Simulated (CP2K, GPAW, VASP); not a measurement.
# Ti2O: 3 runs at one level of theory

```
CELL_PARAMETERS angstrom
2.91940 0.00000 0.00000
-1.45970 2.52827 0.00000
0.00000 0.00000 4.71300
ATOMIC_POSITIONS crystal
Ti 0.33333 0.66667 0.72126
Ti 0.66667 0.33333 0.27874
O 0.00000 0.00000 0.00000
```

Alike in all runs: task band structure; functional LDA; k mesh 10 × 10 × 6; occupations fermi-dirac, width 0.05 eV; no spin polarisation; no spin-orbit coupling. LDA stands for any of its common fits. Pressure is positive in compression and, in plane waves, holds the error of the finite cutoff.

```csv
program and potentials,plane-wave cutoff (eV),notes,pressure (GPa),largest force (eV/Å)
"CP2K, GTH_POTENTIALS Ti GTH-PADE-q12, O GTH-PADE-q6; TZVP-MOLOPT-PBE-GTH basis",-,atomic basis,-1.08,1.461
"VASP, LDA PAW files O, Ti_sv, 520 eV",520,-,-1.17,1.406
"GPAW, the program's PAW data sets (release 1.2.1) made for this functional",800,-,-0.98,1.389
```

Force on atom 2 (Ti), eV/Å:

```tsv
program and potentials	x	y	z
CP2K, GTH_POTENTIALS Ti GTH-PADE-q12, O GTH-PADE-q6; TZVP-MOLOPT-PBE-GTH basis	0.000	0.000	-1.461
VASP, LDA PAW files O, Ti_sv, 520 eV	0.000	0.000	-1.406
GPAW, the program's PAW data sets (release 1.2.1) made for this functional	0.000	0.000	-1.389
```

The pressure spans -1.17 (VASP, LDA PAW files O, Ti_sv, 520 eV) to -0.98 GPa (GPAW, the program's PAW data sets (release 1.2.1) made for this functional). The atoms of the given cell lie far from their minimum at this level. Rows in atomic bases carry the error of their basis and grid, which can be large.

The functional is the same throughout but for its coding, so the spread measures potentials, basis and numerics; runs on potential files found faulty are left out.
